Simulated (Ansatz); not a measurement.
The system is Ni.

```xyz
1
Lattice="-1.3837 1.3837 1.3837 1.3837 -1.3837 1.3837 1.3837 1.3837 -1.3837" Properties=species:S:1:pos:R:3 pbc="T T T"
Ni    0.0000    0.0000    0.0000
```

This isn't the form of Ni at room conditions, which is fcc.

Base run:

* Program: Ansatz 0.2.0
* Functional: RPBE
* Potentials or basis: Ansatz PAW
* Cutoff: 420 eV (not typed: the program's choice for these potentials)
* k mesh: 13 × 13 × 13
* Occupations: fermi-dirac, width 0.05 eV
* Spin: collinear spin, ferromagnetic start
* Starting moments: [1.0] μB

Its results: band gap on the k mesh none (metal or under the smearing width); pressure 13.6 GPa; net moment 0.60 μB per cell; site moments Ni +0.63 μB.

Q: The run is repeated on the same cell with these changes: functional from RPBE to revPBE. What comes out?

A: Band gap on the k mesh none (metal or under the smearing width); pressure 12.0 GPa; net moment 0.59 μB per cell; site moments Ni +0.62 μB.

Caveats: the PAW data sets come from PBE, with cores solved anew for the run's functional, which leaves a small shift of forces and pressure.
